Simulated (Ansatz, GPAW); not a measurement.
**Geometry or basis: what sets the conductance of benzene-1,4-diamine between two Cu chains**

Aim: the conductance of benzene-1,4-diamine between two Cu chains after relaxation, and whether geometry, basis or functional moves it most.

Main program and level: GPAW 26.7.0 and Ansatz 0.2.0; Ansatz plane waves; relaxation of the junction with the lead ends held; PAW set soft_1, in the first sound run; inputs show where later runs differ.

Report form: the programs' logs are mostly left out.

### 1. Starting point

The cell holds 28 atoms: 12 Cu, 8 H, 2 N and 6 C. Its edges and angles: a = 10.798 Å, b = 10.042 Å, c = 33.369 Å, α = 90.0°, β = 90.0°, γ = 90.0°. Regions: left lead, 6 atoms (6 Cu); channel, 16 atoms (8 H, 2 N and 6 C); right lead, 6 atoms (6 Cu). Vacuum lies along a and b. The structure is stacked along c, and the current runs across the ab planes.

### 2. Relaxation

Transmission follows bond lengths closely, so the atoms between the held lead ends are relaxed first, from a slightly shaken start that lets symmetry break.

File input.yaml:

```yaml
crystal:
  lattice:
    - [10.7977110284, 0.0, 0.0]
    - [0.0, 10.0424358181, 0.0]
    - [0.0, 0.0, 33.3689266937]
  atoms:
    - { symbol: Cu, position: [0.5, 0.5, 0.0344632002] }
    - { symbol: Cu, position: [0.5, 0.5, 0.1033896005] }
    - { symbol: Cu, position: [0.5, 0.5, 0.1723160008] }
    - { symbol: Cu, position: [0.5, 0.5, 0.2412424012] }
    - { symbol: Cu, position: [0.4966469297, 0.5003924085, 0.3099611259] }
    - { symbol: Cu, position: [0.4985435387, 0.5008703195, 0.3799298523] }
    - { symbol: H, position: [0.4218930411, 0.3201000006, 0.4184175063] }
    - { symbol: H, position: [0.5767962659, 0.3266022935, 0.4177473293] }
    - { symbol: "N", position: [0.5019586665, 0.3719313499, 0.4262332751] }
    - { symbol: C, position: [0.4977636774, 0.4283789819, 0.4635786643] }
    - { symbol: H, position: [0.7055130648, 0.4441526523, 0.4674778124] }
    - { symbol: H, position: [0.2947622577, 0.4470871412, 0.4670056188] }
    - { symbol: C, position: [0.6129398937, 0.4724663561, 0.4799915045] }
    - { symbol: C, position: [0.3880314878, 0.4709029288, 0.4827458746] }
    - { symbol: C, position: [0.6120734543, 0.5297748235, 0.5177841082] }
    - { symbol: C, position: [0.3868868228, 0.5333834373, 0.5189574279] }
    - { symbol: H, position: [0.6995016463, 0.5561059123, 0.5330381762] }
    - { symbol: H, position: [0.2987967593, 0.5557420574, 0.5309102138] }
    - { symbol: C, position: [0.4976557622, 0.5721735323, 0.5371773] }
    - { symbol: "N", position: [0.5035612527, 0.619820317, 0.5759988531] }
    - { symbol: H, position: [0.575155552, 0.6784027725, 0.5801284336] }
    - { symbol: H, position: [0.4197987005, 0.6752685019, 0.5804363584] }
    - { symbol: Cu, position: [0.4970837991, 0.5057969315, 0.6218240607] }
    - { symbol: Cu, position: [0.5009987142, 0.4987471713, 0.6893873657] }
    - { symbol: Cu, position: [0.5, 0.5, 0.7587575988] }
    - { symbol: Cu, position: [0.5, 0.5, 0.8276839992] }
    - { symbol: Cu, position: [0.5, 0.5, 0.8966103995] }
    - { symbol: Cu, position: [0.5, 0.5, 0.9655367998] }
kpoints:
  mp_grid: { grid: [1, 1, 3] }
hamiltonian:
  xc: pbe
  pseudopotentials: { kind: paw, azcp: { folder: soft_1 } }
scf:
  occupations: { method: fermi_dirac, width: 0.1 }
relax:
  f_tol: 0.03
  max_steps: 80
  constraints: [{ sites: [0, 1, 2, 3, 24, 25, 26, 27] }]
```

Launch:

```
ansatz run input.yaml --threads 4 --pin off --max-ram 8192MiB --backend cpu --events-out ev --progress --plain --runs-dir out
```

Wall time 8.3 min (4 threads of Arm Neoverse V2, shared host); peak memory 4.8 GiB.

Step by step:

| step | energy less that of the first step (eV) | largest force component (eV/Å) |
| --- | --- | --- |
| 1 | 0.0000 | 3.5625 |
| 2 | -0.6505 | 1.4594 |
| 3 | -0.8867 | 0.6555 |
| 4 | -1.0367 | 0.2801 |
| 5 | -1.1675 | 0.3134 |
| 6 | -1.2262 | 0.2365 |
| 7 | -1.2823 | 0.1071 |
| 8 | -1.3161 | 0.0576 |
| 9 | -1.3342 | 0.0918 |
| 10 | -1.3400 | 0.0949 |
| 11 | -1.3433 | 0.0627 |
| 12 | -1.3460 | 0.0440 |
| 13 | -1.3481 | 0.0548 |
| 14 | -1.3493 | 0.0413 |
| 15 | -1.3500 | 0.0263 |
| 16 | -1.3500 | 0.0263 |
| 17 | -1.3503 | 0.0233 |

The atoms that moved most (Å):

| atom | dx | dy | dz | length |
| --- | --- | --- | --- | --- |
| Cu24 | 0.032 | -1.069 | 0.218 | 1.091 |
| Cu5 | -0.065 | 1.061 | -0.189 | 1.079 |
| Cu6 | -0.016 | 0.112 | -0.434 | 0.449 |
| Cu23 | 0.027 | -0.195 | 0.381 | 0.429 |
| N9 | 0.013 | 0.325 | -0.230 | 0.399 |
| H22 | -0.048 | -0.273 | 0.170 | 0.325 |
| N20 | -0.102 | -0.265 | 0.159 | 0.325 |
| H21 | -0.086 | -0.218 | 0.179 | 0.295 |

Numbers from this step:

```
free energy         : -81881.1883 eV
smearing term TS    : 0.3666 eV
symmetry operations : 1
```

The relaxation lowered the energy of the cell by 1.35 eV.

### 3. Plane waves, PBE

A plane-wave run comes first: its basis does not favour the atoms, so it serves as the reference for the orbital bases.

This step: Ansatz plane waves; Landauer transmission by layers, zero bias; PAW set soft_1 (Ansatz 0.2.0).

File input.yaml:

```yaml
crystal:
  lattice:
    - [10.7977110284, 0.0, 0.0]
    - [0.0, 10.0424358181, 0.0]
    - [0.0, 0.0, 33.3689266937]
  atoms:
    - { symbol: Cu, position: [0.5, 0.5, 0.0344632002] }
    - { symbol: Cu, position: [0.5, 0.5, 0.1033896005] }
    - { symbol: Cu, position: [0.5, 0.5, 0.1723160008] }
    - { symbol: Cu, position: [0.5, 0.5, 0.2412424012] }
    - { symbol: Cu, position: [0.4906627825, 0.6060264565, 0.3042914581] }
    - { symbol: Cu, position: [0.4970783588, 0.5120352117, 0.3669241507] }
    - { symbol: H, position: [0.4302726003, 0.3408923517, 0.4145861765] }
    - { symbol: H, position: [0.5820872071, 0.3499689651, 0.4145130227] }
    - { symbol: "N", position: [0.5031540023, 0.4043277935, 0.4193286737] }
    - { symbol: C, position: [0.5008512344, 0.4525388246, 0.4601410228] }
    - { symbol: H, position: [0.6999758961, 0.4677566688, 0.4653631851] }
    - { symbol: H, position: [0.3011305881, 0.4506622242, 0.464804303] }
    - { symbol: C, position: [0.6111438887, 0.4809747625, 0.4804448837] }
    - { symbol: C, position: [0.3882865628, 0.4714500598, 0.4801338206] }
    - { symbol: C, position: [0.6089669786, 0.526394029, 0.519950087] }
    - { symbol: C, position: [0.3861174879, 0.5165353748, 0.5196756546] }
    - { symbol: H, position: [0.6961302179, 0.5469221351, 0.5353066903] }
    - { symbol: H, position: [0.2972808296, 0.5299336621, 0.5347380083] }
    - { symbol: C, position: [0.4964060897, 0.5450569686, 0.5399710072] }
    - { symbol: "N", position: [0.4941187297, 0.5934701744, 0.5807608218] }
    - { symbol: H, position: [0.5671477168, 0.6567052593, 0.5854971897] }
    - { symbol: H, position: [0.4153231554, 0.6480939246, 0.5855321765] }
    - { symbol: Cu, position: [0.4996123915, 0.4863344661, 0.6332504068] }
    - { symbol: Cu, position: [0.5039905405, 0.392343173, 0.6959141775] }
    - { symbol: Cu, position: [0.5, 0.5, 0.7587575988] }
    - { symbol: Cu, position: [0.5, 0.5, 0.8276839992] }
    - { symbol: Cu, position: [0.5, 0.5, 0.8966103995] }
    - { symbol: Cu, position: [0.5, 0.5, 0.9655367998] }
kpoints:
  mp_grid: { grid: [1, 1, 3] }
hamiltonian:
  xc: pbe
  pseudopotentials: { kind: paw, azcp: { folder: soft_1 } }
scf:
  occupations: { method: fermi_dirac, width: 0.1 }
output:
  transmission:
    leads: [[0, 1]]
    e_range: [-2, 2]
    de: 0.025
    kmesh: [1, 1]
    reduced_basis: true
  write_potential: true
  write_density: true
  volumetric_format: npy
```

Run time: 4.7 min. Hardware: 4 threads; peak memory 5 GiB.

Numbers from this step:

- lead level: 0 eV from the Fermi level
- transmission at the Fermi level (one spin): 0.004126
- open channels of the lead at the Fermi level (one spin): 1
- step of the potential along the lead: 41.4 meV
- offset of the lead: 0 Å
- filling of the lead less its bulk value, in size: 153.6 meV
- conductance: 0.004141 G₀

One spin. The transmission, zone mean by energy, zero at the Fermi level:

| energy (eV) | transmission, zone mean |
| --- | --- |
| -2.000 | 7.5e-4 |
| -1.900 | 0.0231 |
| -1.800 | 0.0345 |
| -1.700 | 0.0318 |
| -1.600 | 0.0354 |
| -1.500 | 0.0507 |
| -1.425 | 0.182 |
| -1.400 | 0.113 |
| -1.300 | 0.0378 |
| -1.200 | 0.0483 |
| -1.100 | 0.0213 |
| -1.025 | 0.318 |
| -1.000 | 0.0656 |
| -0.900 | 0.00844 |
| -0.800 | 0.0206 |
| -0.700 | 0.00669 |
| -0.600 | 0.00513 |
| -0.500 | 0.00451 |
| -0.400 | 0.00460 |
| -0.300 | 0.00515 |
| -0.200 | 0.00498 |
| -0.100 | 0.00427 |
| 0.000 | 0.00413 |
| 0.100 | 0.00411 |
| 0.200 | 0.00423 |
| 0.300 | 0.00447 |
| 0.400 | 0.00486 |
| 0.500 | 0.00545 |
| 0.600 | 0.00630 |
| 0.700 | 0.00756 |
| 0.800 | 0.00941 |
| 0.900 | 0.0123 |
| 1.000 | 0.0168 |
| 1.100 | 0.0247 |
| 1.200 | 0.0395 |
| 1.300 | 0.0726 |
| 1.400 | 0.167 |
| 1.500 | 0.556 |
| 1.575 | 0.981 |
| 1.600 | 0.802 |
| 1.700 | 0.187 |
| 1.800 | 0.0520 |
| 1.900 | 0.0156 |
| 2.000 | 0.00861 |

One spin. The open channels, zone mean by energy, zero at the Fermi level:

energy (eV), open channels, zone mean and a bar from the least value:
```
   -2.000       1.00 
   -1.900       1.00 
   -1.800       3.00 ############
   -1.700       3.00 ############
   -1.600       3.00 ############
   -1.500       3.00 ############
   -1.400       3.00 ############
   -1.300       3.00 ############
   -1.200       3.00 ############
   -1.100       4.00 ##################
   -1.000       4.00 ##################
   -0.900       6.00 ##############################
   -0.800       6.00 ##############################
   -0.700       6.00 ##############################
   -0.600       6.00 ##############################
   -0.500       4.00 ##################
   -0.400       4.00 ##################
   -0.300       4.00 ##################
   -0.200       3.00 ############
   -0.100       1.00 
    0.000       1.00 
    0.100       1.00 
    0.200       1.00 
    0.300       1.00 
    0.400       1.00 
    0.500       1.00 
    0.600       1.00 
    0.700       1.00 
    0.800       1.00 
    0.900       1.00 
    1.000       1.00 
    1.100       1.00 
    1.200       1.00 
    1.300       1.00 
    1.400       1.00 
    1.500       1.00 
    1.600       1.00 
    1.700       1.00 
    1.800       1.00 
    1.900       1.00 
    2.000       1.00
```

Crystal 0, spin -, k parallel (0, 0); distinct values, listed up to 1.5 1/Å. Im kz of the slowest decaying states against energy, zero at the Fermi level:

| energy (eV) | decay 1 (Å⁻¹) | decay 2 (Å⁻¹) | decay 3 (Å⁻¹) | decay 4 (Å⁻¹) |
| --- | --- | --- | --- | --- |
| -2.000 | 0.326 | 0.326 | 0.659 | 1.10 |
| -1.800 | 0.580 | 1.02 | 1.03 | 1.27 |
| -1.600 | 0.483 | 0.930 | 0.931 | 1.25 |
| -1.400 | 0.354 | 0.806 | 0.806 | 1.23 |
| -1.200 | 0.119 | 0.625 | 0.625 | 1.21 |
| -1.000 | 0.248 | 0.248 | 1.19 | 1.20 |
| -0.800 | 1.18 | 1.19 | 1.21 | 1.30 |
| -0.600 | 1.16 | 1.17 | 1.18 | 1.28 |
| -0.400 | 0.589 | 1.14 | 1.15 | 1.16 |
| -0.200 | 0.150 | 0.791 | 0.791 | 1.12 |
| 0.000 | 0.221 | 0.221 | 0.336 | 0.927 |
| 0.200 | 0.301 | 0.301 | 0.448 | 1.03 |
| 0.400 | 0.350 | 0.351 | 0.533 | 1.06 |
| 0.600 | 0.383 | 0.383 | 0.602 | 1.04 |
| 0.800 | 0.403 | 0.403 | 0.660 | 1.01 |
| 1.000 | 0.413 | 0.413 | 0.711 | 0.983 |
| 1.200 | 0.414 | 0.415 | 0.756 | 0.955 |
| 1.400 | 0.408 | 0.409 | 0.795 | 0.926 |
| 1.600 | 0.395 | 0.396 | 0.831 | 0.897 |
| 1.800 | 0.374 | 0.376 | 0.864 | 0.866 |
| 2.000 | 0.346 | 0.348 | 0.834 | 0.894 |

Crystal 0, spin -, k parallel (0, 0). Re kz of states that move upwards against energy, zero at the Fermi level:

| energy (eV) | channel 1 (Å⁻¹) | channel 2 (Å⁻¹) | channel 3 (Å⁻¹) | channel 4 (Å⁻¹) | channel 5 (Å⁻¹) | channel 6 (Å⁻¹) |
| --- | --- | --- | --- | --- | --- | --- |
| -2.000 | 0.574 | - | - | - | - | - |
| -1.800 | -1.24 | -1.23 | 0.619 | - | - | - |
| -1.600 | -0.983 | -0.982 | 0.663 | - | - | - |
| -1.400 | -0.833 | -0.832 | 0.709 | - | - | - |
| -1.200 | -0.710 | -0.709 | 0.759 | - | - | - |
| -1.000 | -0.598 | -0.598 | 0.316 | 0.815 | - | - |
| -0.800 | -0.491 | -0.491 | 0.461 | 0.640 | 0.640 | 0.883 |
| -0.600 | -0.382 | -0.382 | 0.566 | 0.973 | 1.28 | 1.28 |
| -0.400 | -0.261 | -0.260 | 0.645 | 1.11 | - | - |
| -0.200 | -0.0601 | -0.0575 | 0.708 | - | - | - |
| 0.000 | 0.758 | - | - | - | - | - |
| 0.200 | 0.800 | - | - | - | - | - |
| 0.400 | 0.837 | - | - | - | - | - |
| 0.600 | 0.870 | - | - | - | - | - |
| 0.800 | 0.901 | - | - | - | - | - |
| 1.000 | 0.930 | - | - | - | - | - |
| 1.200 | 0.958 | - | - | - | - | - |
| 1.400 | 0.985 | - | - | - | - | - |
| 1.600 | 1.01 | - | - | - | - | - |
| 1.800 | 1.04 | - | - | - | - | - |
| 2.000 | 1.06 | - | - | - | - | - |

The electrostatic potential energy of an electron (with the applied field's), less the Fermi level, planar mean oscillates, so the rows of the table below give means over windows of 2.08 Å about each position, cut where the curve ends. Its first 14 maxima inside the range that stand out by 2 % of the span (Å: eV): 2.2: 4.83, 4.6: 4.74, 6.8: 4.60, 9.0: 4.14, 11.1: 3.79, 13.2: 2.90, 14.7: 2.48, 16.8: 2.21, 18.7: 2.48, 20.3: 2.90, 22.2: 3.79, 24.3: 4.14, 26.5: 4.60, 28.8: 4.73. Its first 14 minima: 1.2: 3.75, 3.4: 3.70, 5.8: 3.60, 8.2: 3.33, 10.2: 2.98, 12.3: 2.35, 13.9: 1.88, 15.7: 1.02, 17.6: 1.02, 19.4: 1.88, 21.1: 2.35, 23.1: 2.98, 25.2: 3.33, 27.6: 3.60.

Table of electrostatic potential energy of an electron (with the applied field's), less the Fermi level, planar mean by z; means over each step:

z (Å), electrostatic potential energy of an electron (with the applied field's), less the Fermi level, planar mean (eV) and a bar from the least value:
```
     1.04       4.29 ##############################
     3.12       4.26 ##############################
     5.20       4.20 #############################
     7.28       4.06 ###########################
     9.36       3.62 ######################
    11.44       3.18 #################
    13.52       2.42 #########
    15.60       1.68 
    17.68       1.67 
    19.76       2.42 #########
    21.84       3.14 #################
    23.92       3.60 ######################
    26.00       4.03 ###########################
    28.08       4.18 #############################
    30.16       4.25 ##############################
    32.24       4.27 ##############################
```

The valence density, planar mean oscillates, so the rows of the table below give means over windows of 2.22 Å about each position, cut where the curve ends. Its first 14 maxima inside the range that stand out by 2 % of the span (Å: e/Å³): 1.2: 0.253, 3.4: 0.253, 5.8: 0.254, 8.0: 0.253, 10.1: 0.246, 12.3: 0.247, 13.9: 0.0627, 15.7: 0.0938, 17.6: 0.0937, 19.4: 0.0626, 21.1: 0.245, 23.3: 0.248, 25.4: 0.253, 27.6: 0.254. Its first 14 minima: 2.2: 0.0100, 4.6: 0.00962, 7.0: 0.0103, 9.0: 0.0115, 11.3: 0.0135, 13.1: 0.0178, 14.7: 0.0282, 16.8: 0.0542, 18.7: 0.0282, 20.3: 0.0177, 22.1: 0.0135, 24.3: 0.0116, 26.4: 0.0103, 28.8: 0.00962.

Valence density, planar mean against z; means over each step:

| z (Å) | valence density, planar mean (e/Å³) |
| --- | --- |
| 1.11 | 0.0786 |
| 3.33 | 0.0786 |
| 5.55 | 0.0787 |
| 7.77 | 0.0790 |
| 9.99 | 0.0799 |
| 12.21 | 0.0811 |
| 14.43 | 0.0469 |
| 16.65 | 0.0732 |
| 18.87 | 0.0489 |
| 21.09 | 0.0815 |
| 23.31 | 0.0799 |
| 25.53 | 0.0790 |
| 27.75 | 0.0787 |
| 29.97 | 0.0786 |
| 32.19 | 0.0812 |

The largest of the program's own error estimates on the conductance is 9.8 %. T at the Fermi level is 0.00413; the potential still steps by 41.4 meV from one lead period to the next, more than the program accepts for a lead, so the cell is too short for a firm reference, and the program's own error estimates apply.

(Part 1 of 2 ends here.)

[Logs are printed without paths, hosts, clocks, repeated set-up lines and the standing remarks that a program may print on its own settings, such as how far it seeks lower states.]

[Hosts, paths, dates, database ids (printed as entryN), source tags and the programs' standing remarks are cut or masked in the printed files.]
